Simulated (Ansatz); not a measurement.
## How far is this SnSe2 from the hull?

Method: DFT PBE, scalar-relativistic, plane waves, PAW (Ansatz). All cells share a 420 eV cutoff and Γ-centred k meshes spaced at most about 0.3 Å⁻¹ (about 0.25 or finer for metals, 2π included). No spin polarisation.

The zero of energy is the elements' standard structures at the same level; no fitted shifts are applied. The references include grey tin.

These are static total energies at zero pressure. No dispersion correction is applied, so the spacing and binding between layers, chains or molecules are poorly described (P4/mmm, P-3m1), and this can change margins and order among such cells. The reference form of Se is held partly by dispersion forces, which this level lacks.

The competitors are the elements and 2 reference phases of this chemical system (from databases or known types: SnSe, SnSe2), relaxed at the same level; other known phases may be missing.

The candidate was reached from: random cell.

```
Sn Se
1.0
     5.26564    0.00000    0.00000
     0.00000    5.26564    0.00000
     0.00000    0.00000    6.26220
Sn Se
1 2
Cartesian
  0.0000 0.0000 0.0000
  0.0000 2.6328 0.0000
  2.6328 0.0000 0.0000
```

**Question.** Is it stable, and against what?

**Answer.** Not the lowest form: another structure of the same formula lies lower. Its formation energy is 0.355 eV/atom. The lowest competing phase at this composition is this:

```csv
phase,space group,source,share of atoms,ΔE_f (eV/atom)
SnSe2,P-3m1 (No. 164),COD,1.0000,-0.342
```

The candidate lies 0.70 eV/atom above this phase. The candidate matches no cell in the subsets of the Crystallography Open Database and the Materials Project at hand. A phase this far over the hull is unlikely to be made.
